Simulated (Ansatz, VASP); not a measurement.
One calculation of CaSe, two programs

```
Ca Se
1.0
     0.00000    2.97024    2.97024
     2.97024    0.00000    2.97024
     2.97024    2.97024    0.00000
Ca Se
1 1
Direct
  0.94000 0.94000 0.06000
  0.56000 0.56000 0.44000
```

Change from the starting cell: shortest bond scaled by 0.76, LAPW.

Alike in both runs: task single point; functional PBEsol; k mesh 7 × 7 × 7; occupations fermi-dirac, width 0.03 eV; no spin polarisation.

```csv
,VASP,Ansatz
version,VASP 6.6.1,Ansatz 0.2.0
potentials or method,"VASP PAW PBE potentials, release 64 (Ca_sv, Se), cutoff 520 eV","all-electron LAPW, scalar-relativistic"
```

```csv
,VASP,Ansatz,Ansatz less VASP
gap on the k mesh at the Fermi level (eV),2.61,2.62,+0.015
pressure (GPa),10.6,10.3,-0.30
largest component of the traceless stress (GPa),26.97,26.61,-0.358
rms of the force components (eV/Å),3.605,3.557,-0.0485
```

Atom by atom the forces differ by 0.048 eV/Å (rms over components). Ansatz ran all-electron here, so the differences hold the error of VASP's frozen core and of both bases.

Caveats: the PAW data sets were made with another functional, which shifts forces and pressure a little (VASP); an odd mesh through Γ misses points on the zone boundary, where band edges often lie.
